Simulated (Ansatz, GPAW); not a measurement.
# BN in line between two Al chains: relaxation, then transmission at several levels, part 4 of 4

Aim: the conductance of BN in line between two Al chains after relaxation, and whether geometry, basis or functional moves it most.

GPAW 26.7.0 and Ansatz 0.2.0; Ansatz plane waves; relaxation of the junction with the lead ends held (the session's first sound run).

So far, transmission at the Fermi level (one spin): step 3 (plane-wave reference (PBE)) 0.131; step 5 (single-zeta polarised basis, PBE, GPAW) 0.132; step 6 (minimal basis, PBE, GPAW) 0.157; step 7 (revPBE in the dzp basis: xc = "revPBE") 0.139; step 8 (without the relaxation: geometry = "as built", PBE, GPAW) 1.35. Also open channels of the lead at the Fermi level (one spin): 2 in steps 3, 4, 5, 6 and 8.

## Step 10: The levels side by side

The curves are compared point by point over the common energies.

This step: comparison of transmission and cost over codes, levels and geometry (GPAW 26.7.0).

Ladder, by row:

```csv
step,code,T at the Fermi level (sum over the listed spins),conductance (G0),r.m.s. T(E) from the first,wall time (s),peak memory (GiB),threads
pw-pbe,Ansatz,0.1307,0.1322,0,44.01,2.248,4
dzp,GPAW,0.1464,0.1479,0.09277,137.6,1.73,1
szp,GPAW,0.1317,0.1329,0.1197,128.3,1.7,1
sz,GPAW,0.1567,0.1578,0.1742,71.84,1.53,1
dzp-revPBE,GPAW,0.1394,0.141,0.08099,142.6,1.73,1
asbuilt,GPAW,1.353,1.341,0.4939,132,1.73,1
```

Table of transmission, zone mean, sum over the listed spins by energy, zero at the Fermi level:

```csv
energy (eV),pw-pbe,dzp,szp,sz,dzp-revPBE,asbuilt
-2.0000,0.225,0.231,0.224,0.301,0.232,0.0220
-1.7500,0.233,0.235,0.182,0.115,0.233,0.0150
-1.5000,0.116,0.112,0.0475,3.7e-11,0.109,0.00721
-1.2500,4.8e-4,2.4e-9,1.1e-10,2.1e-12,1.9e-9,1.2e-10
-1.0000,0,1.4e-11,6.1e-12,9.2e-13,1.2e-11,1.7e-12
-0.7500,0,9.8e-12,9.4e-12,4.5e-12,8.3e-12,9.1e-13
-0.5000,0,6.4e-10,1.2e-9,7.9e-9,6.3e-10,2.4e-12
-0.2500,0.0322,0.0343,0.0257,0.0387,0.0337,0.997
0.0000,0.131,0.146,0.132,0.157,0.139,1.35
0.2500,0.299,0.335,0.311,0.348,0.326,1.19
0.5000,0.470,0.519,0.498,0.572,0.510,1.07
0.7500,0.737,0.795,0.850,1.02,0.771,1.07
1.0000,1.000,1.09,1.06,1.17,1.10,1.26
1.2500,1.10,1.18,1.18,1.28,1.16,1.29
1.5000,1.25,1.32,1.34,1.41,1.29,1.32
1.5750,1.26,1.35,1.38,1.44,1.33,1.33
1.7500,1.15,1.38,1.44,1.50,1.35,1.35
2.0000,0.969,1.30,1.42,1.52,1.27,1.38
```

## Step 11: Broadening 0.01

The broadening keeps the Green's functions finite; too large a value absorbs electrons where channels are open and leaks them where none are.

This step: GPAW LCAO, PAW setups; Landauer transmission from Green's functions with principal layers (ASE), zero bias (GPAW 26.7.0).

Contents of run.py:

```python
import json
import numpy as np
from ase import Atoms
from ase.transport.calculators import TransportCalculator
from gpaw import GPAW, FermiDirac
from gpaw.lcao.tools import get_lcao_hamiltonian
from scipy.linalg import eigh

# The junction with lead layers at both ends, along the third cell vector
device = Atoms(
    ['Al', 'Al', 'Al', 'Al', 'Al', 'Al', 'Al', 'B', 'N', 'Al', 'Al', 'Al', 'Al', 'Al', 'Al', 'Al'],
    positions=[
        [4.50000, 4.50000, 1.20000],
        [4.50000, 4.50000, 3.60000],
        [4.50000, 4.50000, 6.00000],
        [4.50000, 4.50000, 8.40000],
        [4.50000, 4.50000, 10.80000],
        [3.93506, 3.73303, 13.19462],
        [4.71730, 4.65832, 15.46312],
        [4.51717, 4.35216, 17.59024],
        [4.53608, 4.32085, 18.87900],
        [4.40706, 4.50794, 20.65495],
        [5.25862, 3.46442, 23.03760],
        [4.50000, 4.50000, 25.34760],
        [4.50000, 4.50000, 27.74760],
        [4.50000, 4.50000, 30.14760],
        [4.50000, 4.50000, 32.54760],
        [4.50000, 4.50000, 34.94760]],
    cell=[[9.0, 0.0, 0.0], [0.0, 9.0, 0.0], [0.0, 0.0, 36.1476]],
    pbc=True)

# One principal layer of the lead: the first 4 atoms of the device
lead = Atoms(
    ['Al', 'Al', 'Al', 'Al'],
    positions=[
        [4.50000, 4.50000, 1.20000],
        [4.50000, 4.50000, 3.60000],
        [4.50000, 4.50000, 6.00000],
        [4.50000, 4.50000, 8.40000]],
    cell=[[9.0, 0.0, 0.0], [0.0, 9.0, 0.0], [0.0, 0.0, 9.6]],
    pbc=True)

settings = dict(mode='lcao', basis='dzp', xc='PBE', h=0.18,
                occupations=FermiDirac(0.1), maxiter=250,
                mixer=dict(beta=0.1, nmaxold=8, weight=100.0),
                convergence=dict(density=0.0001))
energies = np.arange(-2, 2 + 1e-9, 0.025)
eta = 0.01
n1, n2 = 1, 1
# k and -k transmit alike, so half of the mesh across the current serves
mesh = [(i, j) for i in range(n1) for j in range(n2) if (i, j) <= (-i % n1, -j % n2)]
weights = np.array([1 if (i, j) == (-i % n1, -j % n2) else 2 for i, j in mesh]) / (n1 * n2)

# [... helper functions left out ...]
fermi_lead = ground_state(lead, (1, 1, 12), 'lead.txt')
fermi_device = ground_state(device, (1, 1, 2), 'device.txt')
# [... loop over the mesh left out, but for ...]
        # Shift the lead onto the potential of the device's first layer
        shift = ((H[:, 0, 0] - H0[:, 0, 0]) / S0[0, 0]).real.mean()
# [...]
kT = 8.617333e-5 * 300
bias = [0.1, 0.2, 0.5, 1.0, 1.5, 2.0]
# [... integrals and printing left out ...]
```

Command:

```console
$ OMP_NUM_THREADS=1 OPENBLAS_NUM_THREADS=1 python run.py
```

The program printed:

```text
basis functions: device 208, principal layer 52
Fermi level: lead -3.1259 eV, device -3.0318 eV; lead shifted by 0.0122 eV
largest coupling past the next layer 2.45e-15 eV, largest misfit of the first layer 0.034 eV
  E-E_F (eV)   T (one spin)  channels
    -2.000    2.0182e-01    1.0000
    -1.975    2.0606e-01    1.0000
    -1.950    2.0955e-01    1.0000
    -1.925    2.1219e-01    1.0000
    -1.900    2.1388e-01    1.0000
    -1.875    2.1454e-01    1.0000
    -1.850    2.1410e-01    1.0000
    -1.825    2.1253e-01    1.0000
    -1.800    2.0980e-01    1.0000
    -1.775    2.0588e-01    1.0000
    -1.750    2.0077e-01    1.0000
    -1.725    1.9449e-01    1.0000
    -1.700    1.8705e-01    1.0000
    -1.675    1.7848e-01    1.0000
    -1.650    1.6882e-01    1.0000
    -1.625    1.5811e-01    1.0000
[...]
1.825    1.1875e+00    3.0000
     1.850    1.1826e+00    3.0000
     1.875    1.1767e+00    3.0000
     1.900    1.1700e+00    3.0000
     1.925    1.1627e+00    3.0000
     1.950    1.1548e+00    3.0000
     1.975    1.1466e+00    3.0000
     2.000    1.1383e+00    3.0000
conductance at 300 K: 0.11197 G0 a cell; thermopower -32.27 uV/K
current from the zero-bias T(E) at 0.1 V: 0.87138 uA
current from the zero-bias T(E) at 0.2 V: 1.7656 uA
current from the zero-bias T(E) at 0.5 V: 4.7804 uA
current from the zero-bias T(E) at 1.0 V: 11.551 uA
current from the zero-bias T(E) at 1.5 V: 21.934 uA
current from the zero-bias T(E) at 2.0 V: 37.545 uA
```

Elapsed: 2.3 min, on 1 thread of Arm Neoverse V1, shared host; peak memory 1.7 GiB.

The run finished with changed settings (eta = 0.01); it serves as a test.

The two runs compared:

```
                                  quantity  this run  sound run  difference
                          conductance (G₀)   0.11197    0.14793     -0.0360
                        thermopower (μV/K)   -32.273    -30.443       -1.83
transmission at the Fermi level (one spin)   0.11069    0.14642     -0.0357
```

The two runs differ clearly in the transmission at the Fermi level (one spin): 0.111 against 0.146.

## Step 12: Summary of results

* conductance: 0.148 G₀
* transmission at the Fermi level, mean of the spins: 0.146
* thermopower: -30.4 μV/K
* open channels of the lead there: 2

In words: In the dzp basis the junction conducts 0.148 G₀ at 300 K, with T = 0.146 a spin at the Fermi level; the sz basis reaches that conductance within 10 %. Relaxation moved atoms by up to 1.3 Å and took the conductance from 1.34 to 0.148 G₀, as a ratio a larger change than the step from dzp to the minimal basis. Plane waves (PBE) give T = 0.131 there. The scatterer reflects about 93 % of the incoming channels at the Fermi level. At the Fermi level two eigenchannels carry the current (0.096 and 0.051). The negative thermopower says that the thermally weighted transmission is larger above the Fermi level, as for electron-like transport. Measured against the first run (pw-pbe), the nearest curve is that of dzp-revPBE (r.m.s. 0.081) and the farthest that of asbuilt (0.49). Over the compared runs wall time goes from 44 s (pw-pbe) to 143 s (dzp-revPBE), on a shared host; the plane-wave run used 4 threads and the orbital runs 1. The leads kept an estimated spacing and the cell its length, so the junction may be under some tension or compression. Energies count from the junction cell's Fermi level; in the run with T = 0.146 there, the aligned lead's own level lies at 0.012 eV, where T interpolates to 0.154; the finite cell leaves the answer open by at least that much. An evenly spaced straight chain is an idealisation: free chains tend to dimerise, zigzag or, where a band edge lies near the Fermi level, turn magnetic. The currents use the zero-bias T(E) throughout, which holds only while the bias is small against the distance to the nearest feature.

[Logs are printed without paths, hosts, clocks, repeated set-up lines and the standing remarks that a program may print on its own settings, such as how far it seeks lower states.]

[Hosts, paths, dates, database ids (printed as entryN), source tags and the programs' standing remarks are cut or masked in the printed files.]
